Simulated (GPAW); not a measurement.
Crystal: TiAl3.

```
CELL_PARAMETERS angstrom
3.95567 0.00000 0.00000
0.00000 3.95567 0.00000
0.00000 0.00000 3.95567
ATOMIC_POSITIONS crystal
Ti 0.00000 0.00000 0.00000
Al 0.00000 0.50000 0.50000
Al 0.50000 0.00000 0.50000
Al 0.50000 0.50000 0.00000
```

The cell comes from a database or a generator and needn't be the stable form of this composition.

```yaml
Program: GPAW 26.7.0
Task: single point
Functional: PBEsol
Potentials_or_basis: PAW data sets generated in the run's folder for this functional
Cutoff: 600 eV
Basis: pw
k_mesh: 7 × 7 × 7
Occupations: fermi-dirac, width 0.05 eV
Spin: no spin polarisation
```

On this cell: pressure -0.5 GPa; largest force zero by symmetry; band gap on the k mesh none (metal or under the smearing width).

The same run follows on a disturbed copy (atoms moved at random, drawn with an rms of 0.05 Å):

```xyz
4
Lattice="3.9557 0.0000 0.0000 0.0000 3.9557 0.0000 0.0000 0.0000 3.9557" Properties=species:S:1:pos:R:3 pbc="T T T"
Ti   -0.0010   -0.0513    0.0186
Al    0.0044    2.0074    2.0149
Al    2.0141   -0.0415    2.0008
Al    1.9991    2.0013   -0.0044
```

Task: What changes?

Result: The energy (extrapolated to zero smearing) moves by +12.5 meV/atom; pressure -0.1 GPa; largest force 0.708 eV/Å; band gap on the k mesh none (metal or under the smearing width).

Forces in eV/Å, atoms in the order of the input:
```
Ti   0.254  0.656  0.077
Al   0.143 -0.549 -0.206
Al  -0.255  0.395 -0.098
Al  -0.142 -0.503  0.227
```
